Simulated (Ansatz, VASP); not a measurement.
# One calculation of Cd, two programs

INCAR

```
SYSTEM = Cd
  PREC = Accurate
  ENCUT = 520
  EDIFF = 1E-6
  ISMEAR = -1
  SIGMA = 0.05
  LREAL = .FALSE.
  LASPH = .TRUE.
  NELM = 80
  ALGO = Fast
  ISIF = 2
  LWAVE = .FALSE.
  LCHARG = .FALSE.
  NBANDS = 19
```

KPOINTS

```
regular mesh
0
G
  10 10 5
  0 0 0
```

The input POSCAR:

```
Cd
1.0
    2.9588769815      0.0000000000      0.0000000000
   -1.4794384907      2.5624626327      0.0000000000
    0.0000000000      0.0000000000      5.5799465150
Cd
2
Direct
    0.6666666667      0.3333333333      0.7500000000
    0.3333333333      0.6666666667      0.2500000000
```

The input input.yaml:

```yaml
crystal:
  lattice:
    - [2.9588769815, 0.0, 0.0]
    - [-1.4794384907, 2.5624626327, 0.0]
    - [0.0, 0.0, 5.579946515]
  atoms:
    - { symbol: Cd, position: [0.6666666667, 0.3333333333, 0.75] }
    - { symbol: Cd, position: [0.3333333333, 0.6666666667, 0.25] }
kpoints:
  mp_grid: { grid: [10, 10, 5] }
scf:
  occupations: { method: fermi_dirac, width: 0.05 }
hamiltonian:
  xc: lda
  pseudopotentials: { kind: all_electron, lapw: { basis_error: 0.001 } }
output:
  forces: true
  stress: true
  eigenvalues: true
```

Change from the starting cell: volume scaled by 0.98.

Alike in both runs: task single point; functional LDA; k mesh 10 × 10 × 5; occupations fermi-dirac, width 0.05 eV; no spin polarisation.

|  | VASP | Ansatz |
| --- | --- | --- |
| version | VASP 6.6.1 | Ansatz 0.2.0 |
| potentials or method | VASP PAW LDA potentials, release 64 (Cd) | all-electron LAPW, scalar-relativistic |
| plane-wave cutoff (eV) | 520 | see its input |

|  | VASP | Ansatz | Ansatz less VASP |
| --- | --- | --- | --- |
| gap on the k mesh at the Fermi level (eV) | none | none | - |
| pressure (GPa) | -2.9 | -3.4 | -0.55 |
| largest component of the traceless stress (GPa) | 0.09 | 0.15 | +0.058 |

A gap of «none» marks a metal or a gap that the smearing closes. Ansatz ran all-electron here, so the differences hold the error of VASP's frozen core and of both bases.
